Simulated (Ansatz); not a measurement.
Crystal: FePt (Tetraferroplatinum).

```
Pt Fe
1.0
     2.72350    0.00000    0.00000
     0.00000    2.72350    0.00000
     0.00000    0.00000    3.72000
Pt Fe
1 1
Cartesian
  1.3618 1.3618 1.8600
  0.0000 0.0000 0.0000
```

Base run:

| Item | Value |
| --- | --- |
| Program | Ansatz 0.2.0 |
| Functional | PBE |
| Potentials or basis | all-electron LAPW, scalar-relativistic |
| Cutoff | 282 eV (chosen from the basis error) |
| Basis error allowed | 0.001 eV/atom |
| k mesh | 10 × 10 × 7 |
| Occupations | fermi-dirac, width 0.05 eV |
| Spin | collinear spin, ferromagnetic start |
| Starting moments | [0.0, 3.0] μB |

Its results: pressure 3.4 GPa; net moment 3.28 μB per cell; site moments Pt +0.38; Fe +2.97 μB.

Question: The run is repeated on the same cell with these changes: functional from PBE to LDA. What comes out?

Answer: Pressure -12.7 GPa; net moment 3.22 μB per cell; site moments Pt +0.37; Fe +2.88 μB.

LDA binds more tightly than PBE, so the same cell stands under less pressure.
